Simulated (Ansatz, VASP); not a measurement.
# KCl in VASP and in Ansatz

```
K Cl
1.0
     3.77117    0.02791    0.00000
     0.02791    3.77117    0.00000
     0.00000    0.00000    3.77117
K Cl
1 1
Direct
  0.00000 0.00000 0.00000
  0.50000 0.50000 0.50000
```

Change from the starting cell: shear_xy strain +1.5%.

Alike in both runs: task single point; functional PBE; k mesh 8 × 8 × 8; occupations fermi-dirac, width 0.02 eV; no spin polarisation.

|  | VASP | Ansatz |
| --- | --- | --- |
| version | VASP 6.6.1 | Ansatz 0.2.0 |
| potentials or method | VASP PAW PBE potentials, release 64 (K_sv, Cl) | plane waves, PAW |
| plane-wave cutoff (eV) | 520 | 420 |
| valence electrons in the cell | 16 | 16 |

```tsv
	VASP	Ansatz	Ansatz less VASP
gap on the k mesh at the Fermi level (eV)	5.03	5.03	+0.002
pressure (GPa)	1.1	1.1	-0.02
largest component of the traceless stress (GPa)	0.10	0.10	-0.003
```

With one functional, cell and mesh, what is left measures potentials, basis and numerics.

A k mesh can miss the band edges.
